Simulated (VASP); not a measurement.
Input of a VASP 6.6.1 run:

The input INCAR:

```
  PREC = Accurate
  ENCUT = 600
  EDIFF = 1E-7
  ISMEAR = 0
  SIGMA = 0.02
  LREAL = False
  LASPH = True
  NELM = 80
  ALGO = Normal
  ISIF = 3
  LWAVE = False
  LCHARG = False
  GGA = PE
  IVDW = 12
  IBRION = 2
  NSW = 40
  EDIFFG = -0.02
  KPAR = 2
```

KPOINTS

```
Automatic mesh
0
Gamma
  6 6 6
```

POSCAR

```
BaTiO3
1.0
    4.0060000000      0.0000000000      0.0000000000
    0.0000000000      4.0060000000      0.0000000000
    0.0000000000      0.0000000000      4.0060000000
Ba Ti O
1 1 3
Direct
    0.5000000000      0.5000000000      0.5000000000
    0.0000000000      0.0000000000      0.0000000000
    0.0000000000      0.0000000000      0.5000000000
    0.0000000000      0.5000000000      0.0000000000
    0.5000000000      0.0000000000      0.0000000000
```

Potentials or basis: VASP PAW PBE potentials, release 64 (Ba_sv, Ti_sv, O).

The run is started by

```bash
$ cat potpaw_PBE.64/Ba_sv/POTCAR potpaw_PBE.64/Ti_sv/POTCAR potpaw_PBE.64/O/POTCAR > POTCAR
$ mpirun -np 2 vasp_std > vasp.out
```

Question: What does it give for the band gap on the k mesh?

Answer: 1.74 eV, indirect (least direct gap 1.89 eV).

Question: Predict the dispersion energy per atom.

Answer: -0.264 eV.

Final structure:
```yaml
crystal:
  lattice:
    - [4.00600, 0.00000, 0.00000]
    - [0.00000, 4.00600, 0.00000]
    - [0.00000, 0.00000, 4.00600]
  atoms:
    - { symbol: Ba, position: [0.50000, 0.50000, 0.50000] }
    - { symbol: Ti, position: [0.00000, 0.00000, 0.00000] }
    - { symbol: O, position: [0.00000, 0.00000, 0.50000] }
    - { symbol: O, position: [0.00000, 0.50000, 0.00000] }
    - { symbol: O, position: [0.50000, 0.00000, 0.00000] }
```

Caveat: the relaxation stopped at its first step, so nothing moved; spin-orbit coupling is left out, which moves the levels of the heavy elements. Expect the measured gap to be larger: semilocal functionals such as PBE lack the derivative discontinuity.
